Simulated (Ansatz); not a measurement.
Input of an Ansatz 0.2.0 run:

Contents of input.yaml:

```yaml
crystal:
  lattice:
    - [1.765105025, -6.759281535, 0.0]
    - [1.765105025, 6.759281535, 0.0]
    - [0.0, 0.0, 3.56517397]
  atoms:
    - { symbol: Ti, position: [0.10311808, 0.89688192, 0.25] }
    - { symbol: Ti, position: [0.89688192, 0.10311808, 0.75] }
    - { symbol: Si, position: [0.75031482, 0.24968518, 0.25] }
    - { symbol: Si, position: [0.24968518, 0.75031482, 0.75] }
    - { symbol: Si, position: [0.44174855, 0.55825145, 0.25] }
    - { symbol: Si, position: [0.55825145, 0.44174855, 0.75] }
hamiltonian:
  xc: r2scan
  pseudopotentials: { kind: paw }
  hubbard: { sites: [{ species: Ti, l: d, u_eff: 1.0 }] }
kpoints:
  mp_grid: { grid: [8, 8, 8] }
  band_path:
    path:
      - [[0.0, 0.0, 0.0], [0.2670482592, 0.2670482592, 0.0], [0.0, 0.5, 0.0], [0.0, 0.5, 0.5], [0.2670482592, 0.2670482592, 0.5], [0.0, 0.0, 0.5], [0.0, 0.0, 0.0], [-0.5, 0.5, 0.0], [-0.2670482592, 0.7329517408, 0.0], [-0.2670482592, 0.7329517408, 0.5], [-0.5, 0.5, 0.5], [-0.5, 0.5, 0.0]]
      - [[0.0, 0.0, 0.5], [-0.5, 0.5, 0.5]]
    npoints: 14
scf:
  occupations: { method: fermi_dirac, width: 0.05 }
  n_extra_bands: 15
output:
  forces: true
  stress: true
  eigenvalues: true
  fatbands: false
```

Potentials or basis: Ansatz PAW.

The run is started by

```sh
$ ansatz run input.yaml --threads 2 --pin off --max-ram 5632MiB --backend cpu --events-out ev --progress --plain --runs-dir out
```

Problem. Predict the pressure.

Solution. 0.7 GPa.

Problem. Estimate the largest force.

Solution. 0.034 eV/Å.

Problem. Estimate the band gap on the k mesh.

Solution. None (metal or under the smearing width).

Stress tensor (GPa, compression positive):
```
0.74 0.00 0.00
0.00 0.68 0.00
0.00 0.00 0.59
```

Caveat: U without spin polarisation on a metal has little footing; the PAW data sets come from PBE, with cores solved anew for the run's functional, which leaves a small shift of forces and pressure; the U is typed as a test and isn't derived for this compound.
